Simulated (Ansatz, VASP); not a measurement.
## One calculation of HfN, two programs

File INCAR:

```
PREC = Accurate ; ENCUT = 520
EDIFF = 1E-7 ; ISMEAR = -1
SIGMA = 0.03 ; LREAL = F
LASPH = T ; NELM = 60
ALGO = Normal ; ISIF = 2
LWAVE = F ; LCHARG = T
LELF = T ; LVHAR = T
NBANDS = 14
```

KPOINTS

```
Automatic mesh
0
Gamma
  10 10 10
```

File POSCAR:

```
HfN
1.0
    0.0000000000      2.2815900000      2.2590000000
    2.2815900000      0.0000000000      2.2590000000
    2.2815900000      2.2815900000      0.0000000000
Hf N
1 1
Direct
    0.0000000000      0.0000000000      0.0000000000
    0.5000000000      0.5000000000      0.5000000000
```

Input for Ansatz:

```yaml
crystal:
  lattice:
    - [0.0, 2.28159, 2.259]
    - [2.28159, 0.0, 2.259]
    - [2.28159, 2.28159, 0.0]
  atoms:
    - { symbol: Hf, position: [0.0, 0.0, 0.0] }
    - { symbol: "N", position: [0.5, 0.5, 0.5] }
kpoints:
  mp_grid: { grid: [10, 10, 10] }
  band_path:
    path:
      - [0.0, 0.0, 0.0]
      - [0.0, 0.5, 0.5]
      - [0.25, 0.75, 0.5]
      - [0.0, 0.5, 0.0]
      - [0.0, 0.0, 0.0]
      - [0.5, 0.5, 0.0]
      - [0.3775125, 0.6224875, 0.0]
      - [-0.3775125, 0.3775125, 0.0]
      - [0.0, 0.0, 0.0]
    npoints: 5
scf:
  occupations: { method: fermi_dirac, width: 0.03 }
hamiltonian:
  xc: lda
  pseudopotentials: { kind: all_electron, lapw: { basis_error: 0.001 } }
output:
  forces: true
  stress: true
  eigenvalues: true
```

Change from the starting cell: equal xx and yy strain of +1 %.

Alike in both runs: task single point; functional LDA; k mesh 10 × 10 × 10; occupations fermi-dirac, width 0.03 eV; no spin polarisation.

```csv
,VASP,Ansatz
version,VASP 6.6.1,Ansatz 0.2.0
potentials or method,"VASP PAW LDA potentials, release 64 (Hf_pv, N)","all-electron LAPW, scalar-relativistic"
plane-wave cutoff (eV),520,see its input
```

VASP gave:

- pressure (GPa): -15.5
- largest component of the traceless stress (GPa): 2.46

**Question.** Which values does Ansatz return?

**Answer.** Pressure (GPa): -14.2; largest component of the traceless stress (GPa): 2.51.

Ansatz ran all-electron here, so the differences hold the error of VASP's frozen core and of both bases.

Caveats: so large a pressure means that the cell lies far from this level's equilibrium, or that cutoff or potentials fall short (VASP). The runs have no spin-orbit coupling, so splittings on Hf are missing.
